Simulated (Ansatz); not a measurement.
# CuO: equation of state with PBE

The system is CuO.

```
CELL_PARAMETERS angstrom
1.99097 -2.15355 0.00000
1.99097 2.15355 0.00000
0.00000 0.00000 5.15593
ATOMIC_POSITIONS crystal
Cu 0.50000 0.00000 0.00000
Cu 0.00000 0.50000 0.50000
O 0.50000 0.50000 0.25000
O 0.50000 0.50000 0.75000
```

Measurements of this composition are mostly on another form, of space group No. 15.

- Program: Ansatz 0.2.0
- Task: equation of state
- Functional: PBE
- Potentials or basis: Ansatz PAW
- Cutoff: 420 eV
- Density cutoff: 1680 eV
- k mesh: 9 × 9 × 5
- Occupations: fermi-dirac, width 0.05 eV
- Spin: no spin polarisation

```
Equilibrium volume                        : 11.16 Å³/atom
Bulk modulus at fixed shape and positions : 152 GPa
Pressure derivative of the bulk modulus   : 4.7
```

Energy against volume, from the lowest point:
| volume (Å³/atom) | energy (meV/atom) |
| --- | --- |
| 10.390 | 27.99 |
| 10.611 | 13.37 |
| 10.832 | 4.24 |
| 11.053 | 0.00 |
| 11.274 | 0.16 |
| 11.496 | 4.20 |
| 11.717 | 11.78 |

All runs of the series together: 27 s on 2 threads of AMD EPYC 7R43 64-Core Processor (Zen 3), on a shared host.

Caveat: the cell was scaled at fixed shape and fractional positions, which overstates the stiffness of a crystal with free parameters, most of all of layers and chains; the run has no spin polarisation, though such a crystal can be magnetic.
